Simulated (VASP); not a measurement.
Energy against volume of InN (wurtzite). Method: PBEsol GGA, VASP's PBE PAW potentials (set 64) (plane waves; VASP). Numerical set-up: 520 eV cut-off, 10×10×6 Γ-centred mesh, first-order Methfessel-Paxton smearing of 0.10 eV, potentials In_d N.

Shape and ions are relaxed at each volume.

```tsv
V (Å³/atom)	E (eV/atom)
14.552	-5.76149
15.016	-5.78251
15.481	-5.78953
15.945	-5.78470
```

Task: Fit these four points and predict the energy of the run at 16.410 Å³/atom.

Result: A cubic in V^(−2/3), the third-order Birch-Murnaghan form, passes through the four points with V0 = 15.51 Å³/atom and B0 = 135 GPa, and gives -5.7699 eV/atom there. The run gave -5.7699 eV/atom, -0.0 meV/atom from the fit; all five points give B0 = 135 GPa.

The compound is InN in the wurtzite structure. It was relaxed first.
